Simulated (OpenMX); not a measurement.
Crystal: Si2Mo.

```
Mo Si
1.0
     4.58547    0.00000    0.00000
    -2.29274    3.97113    0.00000
     0.00000    0.00000    6.57976
Mo Si
3 6
Direct
  0.50000 0.50000 0.83333
  0.00000 0.50000 0.16667
  0.50000 0.00000 0.50000
  0.16387 0.32775 0.50000
  0.67225 0.83613 0.16667
  0.83613 0.16387 0.83333
  0.83613 0.67225 0.50000
  0.32775 0.16387 0.16667
  0.16387 0.83613 0.83333
```

Measurements of this composition are mostly on another form, of space group No. 139.

| Quantity | Value |
| --- | --- |
| Program | OpenMX 3.8.5 |
| Task | single point |
| Functional | PBE |
| Potentials or basis | OpenMX 2013 PBE set, Mo7.0-s3p2d2, Si7.0-s2p2d1, grid cutoff 400 Ry |
| k mesh | 7 × 7 × 5 |
| Occupations | fermi-dirac, width 0.05 eV |
| Spin | no spin polarisation |

On this cell: pressure 5.4 GPa; largest force 0.032 eV/Å; band gap on the k mesh 0.44 eV, indirect (least direct gap 0.73 eV).

The same run follows on a disturbed copy (atoms moved at random, drawn with an rms of 0.05 Å):

```xyz
9
Lattice="4.5855 0.0000 0.0000 -2.2927 3.9711 0.0000 0.0000 0.0000 6.5798" Properties=species:S:1:pos:R:3 pbc="T T T"
Mo    1.1924    2.0200    5.4670
Mo   -1.1749    2.0334    1.1135
Mo    2.3242   -0.0443    3.2945
Si   -0.0182    1.2967    3.2271
Si    1.1988    3.3244    1.0427
Si    3.4354    0.6682    5.4878
Si    2.2639    2.6816    3.2631
Si    1.1511    0.6369    1.0736
Si   -1.1731    3.2986    5.4851
```

Question: What changes?

Answer: The energy moves by +20.9 meV/atom; pressure 6.2 GPa; largest force 1.468 eV/Å; band gap on the k mesh 0.21 eV, indirect (least direct gap 0.58 eV).

Forces in eV/Å, atoms in the order of the input:
```
Mo  -0.962 -0.895  0.250
Mo   0.814 -1.026 -0.662
Mo  -0.713  0.969 -0.441
Si   0.351 -0.100  0.739
Si  -0.411  0.245  0.597
Si   0.423  0.059 -0.229
Si   0.325 -0.063  0.224
Si  -0.038  0.356  0.091
Si   0.210  0.464 -0.547
```

Caveats: an odd mesh through Γ misses points on the zone boundary, where band edges often lie; the basis of atomic orbitals isn't converged, which shifts pressures, moduli and gaps.
